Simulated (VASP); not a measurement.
# H (I4/mmm) in VASP: notebook

One crystal, H, is run at these levels: PBE; tasks: single point.

Program: VASP 6.6.1. These are calculated values, not measurements. Logs are shortened: lines on timing, memory, paths and dates and some standing lists are left out, and cuts for length are marked.

## 1. The crystal as given

The structure is tetragonal, space group I4/mmm (No. 139). Conventional cell: a = 3.383 Å, b = 3.383 Å, c = 4.117 Å, α = 90.00°, β = 90.00°, γ = 90.00°. H (site symmetry 4mm) is surrounded by 1 H at 0.74 Å.

## 2. Single point, PBE

INCAR reads:

```
SYSTEM = H
PREC = Accurate
ENCUT = 300
EDIFF = 1E-6
ISMEAR = 1
SIGMA = 0.2
LREAL = .False.
LASPH = .True.
NELM = 100
ALGO = Normal
ISIF = 2
LWAVE = .False.
LCHARG = .False.
GGA = PE
NBANDS = 8
ADDGRID = .False.
```

KPOINTS reads:

```
regular mesh
0
Gamma
  12 12 12
  0 0 0
```

POSCAR reads:

```
H
1.0
   -1.6915344700      1.6915344700      2.0584739900
    1.6915344700     -1.6915344700      2.0584739900
    1.6915344700      1.6915344700     -2.0584739900
H
2
Direct
    0.0901377100      0.0901377100      0.0000000000
    0.9098622900      0.9098622900      0.0000000000
```

Potentials or basis: VASP PAW PBE potentials, release 64 (H).

Command:

```
cat potpaw_PBE.64/H/POTCAR > POTCAR
mpirun -np 1 vasp_std > vasp.out
```

OUTCAR:

```text
SYSTEM = H
   PREC = Accurate
   ENCUT = 300
   EDIFF = 1E-6
   ISMEAR = 1
   LREAL = .False.
   LASPH = .True.
   NELM = 100
   ISIF = 2
   GGA = PE

 Found    163 irreducible k-points:

 Following reciprocal coordinates:
            Coordinates               Weight
  0.000000  0.000000  0.000000      1.000000
  0.083333  0.000000 -0.000000      8.000000
  0.166667 -0.000000  0.000000      8.000000
  0.250000 -0.000000  0.000000      8.000000
  0.333333 -0.000000  0.000000      8.000000
  0.416667 -0.000000  0.000000      8.000000
   k-points           NKPTS =    163   k-points in BZ     NKDIM =    163   number of bands    NBANDS=      8
   number of dos      NEDOS =    301   number of ions     NIONS =      2
   total plane-waves  NPLWV =   5832
   dimension x,y,z NGX =    18 NGY =   18 NGZ =   18
   dimension x,y,z NGXF=    36 NGYF=   36 NGZF=   36
   ions per type =               2
   NGX,Y,Z   is equivalent  to a cutoff of   9.48,  9.48,  9.48 a.u.
   NGXF,Y,Z  is equivalent  to a cutoff of  18.96, 18.96, 18.96 a.u.
 SYSTEM =  H
   PREC   = accura    normal or accurate (medium, high low for compatibility)
   ISTART =      0    job   : 0-new  1-cont  2-samecut
   ICHARG =      2    charge: 1-file 2-atom 10-const
   ISPIN  =      1    spin polarized calculation?
   LNONCOLLINEAR =      F non collinear calculations
   LSORBIT =      F    spin-orbit coupling
   LASPH  =      T    aspherical Exc in radial PAW
   ENCUT  =  300.0 eV  22.05 Ry    4.70 a.u.   4.46  4.46  4.46*2*pi/ulx,y,z
   NELM   =    100;   NELMIN=  2; NELMDL= -5     # of ELM steps
   EDIFF  = 0.1E-05   stopping-criterion for ELM
   LREAL  =      F    real-space projection
   EDIFFG = 0.1E-04   stopping-criterion for IOM
   NSW    =      0    number of steps for IOM
   IBRION =     -1    ionic relax: 0-MD 1-quasi-New 2-CG
   NFREE  =      0    steps in history (QN), initial steepest desc. (CG)
   ISIF   =      2    stress and relaxation
   ISYM   =      2    0-nonsym 1-usesym 2-fastsym
   POTIM  = 0.5000    time-step for ionic-motion
   TEBEG  =    0.0;   TEEND  =   0.0 temperature during run
   PSTRESS=    0.0 pullay stress
   NELECT =       2.0000    total number of electrons
   NUPDOWN=      -1.0000    fix difference up-down
   EMIN   =  10.00;   EMAX   =-10.00  energy-range for DOS
   EFERMI =   0.00;   METHOD = LEGACY
   ISMEAR =     1;   SIGMA  =   0.20  broadening in eV -4-tet -1-fermi 0-gaus
   EFERMI_NEDOS =   21; number of points for ismear=-14 and -15
   IALGO  =     38    algorithm
   IMIX   =      4    mixing-type and parameters
     AMIX     =   0.40;   BMIX     =  1.00
     AMIX_MAG =   1.60;   BMIX_MAG =  1.00
  volume/ion in A,a.u.               =      11.78        79.49
  Fermi-wavevector in a.u.,A,eV,Ry     =   0.719497  1.359653  7.043413  0.517676
  Thomas-Fermi vector in A             =   1.808708
   LORBIT       =      0    0 simple, 1 ext, 2 COOP (PROOUT), +10 PAW based schemes
   GGA     = PE    functional components
   LHFCALC =     F    Hartree Fock is set to
   AEXX    =    0.0000 exact exchange contribution
   IVDW    =     0    specifies the selected vdW correction
   LEPSILON=     F    determine dielectric tensor
   LRPA    =     F    only Hartree local field effects (RPA)
 non-spin polarized calculation
 Methfessel and Paxton  Order N= 1 SIGMA  =   0.20
  energy-cutoff  :      300.00
  volume of cell :       23.56
 maximum number of plane-waves:       292
 NGX is ok and might be reduce to    18
   NGX =  9   NGY =  9   NGZ =  9

 number of electron       1.9999998 magnetization

 Free energy of the ion-electron system (eV)
  ---------------------------------------------------
  ext. energy  EPLUGINS =         0.00000000
  ---------------------------------------------------
  free energy    TOTEN  =        -6.73509955 eV

  energy without entropy =       -6.73628103  energy(sigma->0) =       -6.73549338

 E-fermi :  -8.0927     XC(G=0):  -5.3638

 val. band max:       -8.1240056028   @ k =   0.5000   0.5000   0.5000
 cond. band min:       0.7690145724   @ k =   0.5000  -0.0000   0.0000
 fundamental gap:      8.8930201751
 Fermi energy:        -8.0926917705

 k-point     1 :       0.0000    0.0000    0.0000
  band No.  band energies     occupation
      1     -10.5100      2.00000
      2       5.4497      0.00000
      3       8.9463      0.00000
      4      15.3756      0.00000
      5      15.3756      0.00000
      6      17.4622      0.00000
      7      17.4623      0.00000
      8      18.9325      0.00000

 k-point     2 :       0.0833    0.0000   -0.0000
  band No.  band energies     occupation
      1     -10.4239      2.00000
      2       5.0474      0.00000
      3       9.1169      0.00000
      4      14.4896      0.00000
      5      14.7804      0.00000
      6      17.5354      0.00000
      7      18.0186      0.00000
      8      18.5810      0.00000

 k-point     3 :       0.1667   -0.0000    0.0000
  band No.  band energies     occupation
      1     -10.1779      2.00000
      2       4.0943      0.00000
      3       9.3968      0.00000
      4      12.8623      0.00000
      5      13.8745      0.00000
      6      17.7433      0.00000
      7      18.1900      0.00000
      8      18.5775      0.00000

 k-point     4 :       0.2500   -0.0000    0.0000
  band No.  band energies     occupation
      1      -9.8142      2.00000
      2       2.9441      0.00000
      3       9.4961      0.00000
      4      11.5613      0.00000
      5      13.1199      0.00000
      6      16.6928      0.00000
      7      17.6167      0.00000
      8      19.5972      0.00000

 k-point     5 :       0.3333   -0.0000    0.0000
  band No.  band energies     occupation
      1      -9.4033      2.00000
      2       1.8557      0.00000
      3       9.2771      0.00000
      4      10.8879      0.00000
      5      12.5830      0.00000
      6      15.8159      0.00000
      7      17.2274      0.00000
      8      19.8122      0.00000

 k-point     6 :       0.4167   -0.0000    0.0000
  band No.  band energies     occupation
      1      -9.0692      2.00000
      2       1.0632      0.00000
      3       8.9420      0.00000
      4      10.6765      0.00000
      5      12.2676      0.00000
      6      15.2629      0.00000
      7      17.3015      0.00000
      8      18.7873      0.00000

 [... further k-points ...]

------------------------ aborting loop because EDIFF is reached ----------------------------------------

  FORCE on cell =-STRESS in cart. coord.  units (eV):
  Direction    XX          YY          ZZ          XY          YZ          ZX
  --------------------------------------------------------------------------------------
  -------------------------------------------------------------------------------------
  Total       -0.2882524     -0.2882524     -0.0849359      0.0000000     -0.0000000      0.0000000
  in kB      -19.6027212    -19.6027212     -5.7761024      0.0000000     -0.0000000      0.0000000
  external PRESSURE =     -14.9938483 kB  Pullay stress =       0.0000000 kB

 VOLUME and BASIS-vectors are now :
 -----------------------------------------------------------------------------
  energy-cutoff  :      300.00
  volume of cell :       23.56
      direct lattice vectors                 reciprocal lattice vectors
    -1.691534470  1.691534470  2.058473990     0.000000000  0.295589602  0.242898381
     1.691534470 -1.691534470  2.058473990     0.295589602  0.000000000  0.242898381
     1.691534470  1.691534470 -2.058473990     0.295589602  0.295589602  0.000000000

 POSITION                                       TOTAL-FORCE (eV/Angst)
 -----------------------------------------------------------------------------------
      0.00000      0.00000      0.37109        -0.000000     -0.000000      0.283209
      0.00000      0.00000      3.74586         0.000000      0.000000     -0.283209
 -----------------------------------------------------------------------------------
    total drift:                               -0.000000      0.000000      0.000000

  FREE ENERGIE OF THE ION-ELECTRON SYSTEM (eV)
  ---------------------------------------------------
  free  energy   TOTEN  =        -6.7350995522 eV

  energy  without entropy=       -6.7362810314  energy(sigma->0) =       -6.73549338
```

stdout:

```text
POSCAR found type information on POSCAR H
 POSCAR found :  1 types and       2 ions
 scaLAPACK will be used
 LDA part: xc-table for (Slater+PW92), standard interpolation
 POSCAR, INCAR and KPOINTS ok, starting setup
 FFT: planning ... GRIDC
 FFT: planning ... GRID_SOFT
 FFT: planning ... GRID
 WAVECAR not read
 entering main loop
```

Wall time 16 s (1 thread of Intel Xeon Platinum 8259CL at 2.50GHz (Skylake/Cascade Lake), shared host); peak memory 0.11 GiB.

These settings aren't checked as converged: the numbers below hold their error.

Results:

```yaml
Free_energy: -6.7351 eV
Pressure: -1.5 GPa
Largest_force: 0.283 eV/Å
Band_gap_on_the_k_mesh: 8.89 eV, indirect (least direct gap 9.71 eV)
```

Caveat: the cutoff is under 1.25 times the usual one of these potentials, so pressure, stress and relaxed cells hold a basis-set (Pulay) error.

## 3. Single point, PBE

INCAR: that of step 2 with these lines changed.

```diff
@@ -2,3 +2,3 @@
 PREC = Accurate
-ENCUT = 300
+ENCUT = 350
 EDIFF = 1E-6
```

KPOINTS is that of step 2.

POSCAR is that of step 2.

Potentials or basis: VASP PAW PBE potentials, release 64 (H).

Command:

```
cat potpaw_PBE.64/H/POTCAR > POTCAR
mpirun -np 1 vasp_std > vasp.out
```

OUTCAR:

```text
SYSTEM = H
   PREC = Accurate
   ENCUT = 350
   EDIFF = 1E-6
   ISMEAR = 1
   LREAL = .False.
   LASPH = .True.
   NELM = 100
   ISIF = 2
   GGA = PE

 Found    163 irreducible k-points:

 Following reciprocal coordinates:
            Coordinates               Weight
  0.000000  0.000000  0.000000      1.000000
  0.083333  0.000000 -0.000000      8.000000
  0.166667 -0.000000  0.000000      8.000000
  0.250000 -0.000000  0.000000      8.000000
  0.333333 -0.000000  0.000000      8.000000
[... 142 lines left out ...]

------------------------ aborting loop because EDIFF is reached ----------------------------------------

  FORCE on cell =-STRESS in cart. coord.  units (eV):
  Direction    XX          YY          ZZ          XY          YZ          ZX
  --------------------------------------------------------------------------------------
  -------------------------------------------------------------------------------------
  Total       -0.1531523     -0.1531523      0.0333664      0.0000000      0.0000000      0.0000000
  in kB      -10.4151831    -10.4151831      2.2690980      0.0000000      0.0000000      0.0000000
  external PRESSURE =      -6.1870894 kB  Pullay stress =       0.0000000 kB

 VOLUME and BASIS-vectors are now :
 -----------------------------------------------------------------------------
  energy-cutoff  :      350.00
  volume of cell :       23.56
      direct lattice vectors                 reciprocal lattice vectors
    -1.691534470  1.691534470  2.058473990     0.000000000  0.295589602  0.242898381
     1.691534470 -1.691534470  2.058473990     0.295589602  0.000000000  0.242898381
     1.691534470  1.691534470 -2.058473990     0.295589602  0.295589602  0.000000000

 POSITION                                       TOTAL-FORCE (eV/Angst)
 -----------------------------------------------------------------------------------
      0.00000      0.00000      0.37109        -0.000000     -0.000000      0.294304
      0.00000      0.00000      3.74586         0.000000      0.000000     -0.294304
 -----------------------------------------------------------------------------------
    total drift:                                0.000000     -0.000000      0.000000

  FREE ENERGIE OF THE ION-ELECTRON SYSTEM (eV)
  ---------------------------------------------------
  free  energy   TOTEN  =        -6.7549009703 eV

  energy  without entropy=       -6.7560773547  energy(sigma->0) =       -6.75529310
```

OSZICAR:

```text
N       E                     dE             d eps       ncg     rms          rms(c)
DAV:   1    -0.705094797112E+01   -0.70509E+01   -0.35712E+02  2656   0.115E+02
DAV:   2    -0.731634834921E+01   -0.26540E+00   -0.26537E+00  3688   0.904E+00
DAV:   3    -0.731661323603E+01   -0.26489E-03   -0.26489E-03  2800   0.257E-01
DAV:   4    -0.731661351426E+01   -0.27823E-06   -0.27725E-06  4000   0.857E-03
DAV:   5    -0.731661351319E+01    0.10687E-08   -0.15239E-09  2840   0.119E-04    0.445E+00
DAV:   6    -0.693325646823E+01    0.38336E+00   -0.20315E-01  2760   0.134E+00    0.244E+00
DAV:   7    -0.675141360574E+01    0.18184E+00   -0.45130E-01  3008   0.209E+00    0.283E-01
DAV:   8    -0.675583900346E+01   -0.44254E-02   -0.86407E-03  2848   0.320E-01    0.177E-01
DAV:   9    -0.675488118211E+01    0.95782E-03   -0.24183E-03  3304   0.162E-01    0.143E-02
DAV:  10    -0.675489457701E+01   -0.13395E-04   -0.36108E-05  3136   0.339E-02    0.345E-03
DAV:  11    -0.675490053806E+01   -0.59611E-05   -0.47049E-06  2904   0.115E-02    0.220E-03
DAV:  12    -0.675490097026E+01   -0.43220E-06   -0.59568E-08  3480   0.131E-03
   1 F= -.67549010E+01 E0= -.67552931E+01  d E =0.117638E-02
```

stdout:

```text
POSCAR found type information on POSCAR H
 POSCAR found :  1 types and       2 ions
 scaLAPACK will be used
 LDA part: xc-table for (Slater+PW92), standard interpolation
 POSCAR, INCAR and KPOINTS ok, starting setup
 FFT: planning ... GRIDC
 FFT: planning ... GRID_SOFT
 FFT: planning ... GRID
 WAVECAR not read
 entering main loop
```

Wall time 12 s (1 thread of Intel Xeon Platinum 8259CL at 2.50GHz (Skylake/Cascade Lake), shared host); peak memory 0.12 GiB.

The run converged, but some of its settings lie outside the range that counts as converged, so its numbers aren't taken as properties of the crystal.

Results:

```
Free energy            : -6.7549 eV
Pressure               : -0.6 GPa
Largest force          : 0.294 eV/Å
Band gap on the k mesh : 8.91 eV, indirect (least direct gap 9.73 eV)
```

## 4. Single point, PBE

INCAR: that of step 3 with these lines changed.

```diff
@@ -2,3 +2,3 @@
 PREC = Accurate
-ENCUT = 350
+ENCUT = 400
 EDIFF = 1E-6
```

KPOINTS is that of step 3.

POSCAR is that of step 3.

Command:

```
cat potpaw_PBE.64/H/POTCAR > POTCAR
mpirun -np 1 vasp_std > vasp.out
```

Run time: 21 s. Hardware: 1 thread of Intel Xeon Platinum 8259CL at 2.50GHz (Skylake/Cascade Lake), shared host; peak memory 0.13 GiB.

The run converged, but some of its settings lie outside the range that counts as converged, so its numbers aren't taken as properties of the crystal.

What came out:

- Free energy: -6.7687 eV
- Pressure: 0.0 GPa
- Largest force: 0.287 eV/Å
- Band gap on the k mesh: 8.94 eV, indirect (least direct gap 9.74 eV)

## 5. Single point, PBE

INCAR: that of step 4 with these lines changed.

```diff
@@ -2,3 +2,3 @@
 PREC = Accurate
-ENCUT = 400
+ENCUT = 300
 EDIFF = 1E-6
```

KPOINTS reads:

```
regular mesh
0
Gamma
  14 14 14
  0 0 0
```

POSCAR is that of step 4.

Command:

```
cat potpaw_PBE.64/H/POTCAR > POTCAR
mpirun -np 1 vasp_std > vasp.out
```

Wall time 27 s (1 thread of Intel Xeon Platinum 8259CL at 2.50GHz (Skylake/Cascade Lake), shared host); peak memory 0.12 GiB.

The run converged, but some of its settings lie outside the range that counts as converged, so its numbers aren't taken as properties of the crystal.

What came out:

```yaml
Free_energy: -6.7348 eV
Pressure: -1.5 GPa
Largest_force: 0.283 eV/Å
Band_gap_on_the_k_mesh: 8.89 eV, indirect (least direct gap 9.71 eV)
```

Caveat: the cutoff is under 1.25 times the usual one of these potentials, so pressure, stress and relaxed cells hold a basis-set (Pulay) error.

## 6. For comparison

An earlier run on the cell as given: functional PBE; potentials or basis VASP PAW PBE potentials, release 64 (H); cutoff 520 eV; k mesh 11 × 11 × 11; occupations fermi-dirac, width 0.05 eV; no spin polarisation.

- Pressure: 0.6 GPa
- Largest force: 0.264 eV/Å
- Band gap on the k mesh: 9.05 eV, indirect (least direct gap 9.84 eV)
